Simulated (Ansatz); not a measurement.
# Ge under changes of volume

One of the cells (39.048 Å³/atom); the others are scaled copies at fixed shape and fractional positions:

```
Ge
1.0
     4.05040    0.00000    0.00000
    -2.02520    3.50775    0.00000
     0.00000    0.00000   10.99336
Ge
4
Direct
  0.66667 0.33333 0.41485
  0.33333 0.66667 0.91485
  0.00000 0.00000 0.47745
  0.00000 0.00000 0.97745
```

This isn't the form of Ge at room conditions, which is diamond.

```yaml
Program: Ansatz 0.2.0
Functional: PBEsol
Potentials_or_basis: all-electron LAPW, scalar-relativistic
Cutoff: 321 eV (chosen from the basis error)
Basis_error_allowed: 0.001 eV/atom
k_mesh: 8 × 8 × 3
Occupations: fermi-dirac, width 0.05 eV
Spin: no spin polarisation
```

| volume (Å³/atom) | energy over the lowest point (meV/atom) | pressure (GPa) | gap on the mesh (eV) | largest force (eV/Å) |
| --- | --- | --- | --- | --- |
| 36.705 | 0.00 | 0.3 | 0.70 | 0.005 |
| 37.486 | 0.39 | -0.4 | 0.69 | 0.065 |
| 38.267 | 3.96 | -1.0 | 0.68 | 0.119 |
| 39.048 | 10.35 | -1.6 | 0.67 | 0.168 |
| 39.829 | ? | ? | ? | ? |
| 40.610 | 30.31 | -2.5 | 0.45 | 0.254 |
| 41.391 | 43.35 | -2.8 | 0.35 | 0.292 |

**Question.** What does the run at 39.829 Å³/atom give?

**Answer.** Energy over the lowest point 19.23 meV/atom; pressure -2.1 GPa; gap on the mesh 0.56 eV; largest force 0.212 eV/Å.

Worked out: A Birch-Murnaghan fit of order 3 (a polynomial in V^(-2/3)) to the other rows has its minimum at 37.00 Å³/atom with B0 = V·E''(V) = 33 GPa and B' = 4.8 at fixed shape and positions, which overstates the stiffness. It gives 19.23 meV/atom at 39.829 Å³/atom, against the run's 19.23, and -dE/dV = -2.1 GPa, against -2.1. A parabola through the other rows of the gap, of slope -4.47 eV per unit of ln V there, gives 0.57 eV, against the run's 0.56.

Energies are extrapolated to zero smearing.

Caveats: an odd mesh through Γ misses points on the zone boundary, where band edges often lie. Spin-orbit coupling on Ge is left out.
